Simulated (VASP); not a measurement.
Si, 1 atom in the cell. Symmetry: P6/mmm, No. 191, hexagonal system. Conventional cell: a = 2.621 Å, b = 2.621 Å, c = 2.466 Å, α = 90.00°, β = 90.00°, γ = 120.00°. Si (site symmetry 6/mmm) has 8 Si at 2.47 to 2.62 Å as nearest neighbours. This isn't the form of Si at room conditions, which is diamond.

- Program: VASP 6.6.1
- Task: relaxation of cell and atoms
- Functional: revPBE
- Dispersion: D3
- Potentials or basis: VASP PAW PBE potentials, release 64 (Si)
- Cutoff: 600 eV
- k mesh: 12 × 12 × 11
- Occupations: fermi-dirac, width 0.05 eV
- Spin: no spin polarisation
- Further INCAR settings: ALGO = Fast; EDIFF = 1e-07; IBRION = 2; EDIFFG = -0.01; NSW = 40; ISIF = 3

Potentials or basis: VASP PAW PBE potentials, release 64 (Si).

Launch:

```console
$ cat potpaw_PBE.64/Si/POTCAR > POTCAR
$ mpirun -np 1 vasp_std > vasp.out
```

Hardware: 1 thread of Intel(R) Xeon(R) Platinum 8259CL CPU @ 2.50GHz (Skylake/Cascade Lake) (shared host).

Task: How long does it take, and how much memory?

Result: It took 23 s on 1 thread of Intel(R) Xeon(R) Platinum 8259CL CPU @ 2.50GHz (Skylake/Cascade Lake), with other jobs on the host, peak memory 0.15 GiB. Counts: scf iterations 36, k points 114, ion steps 5.
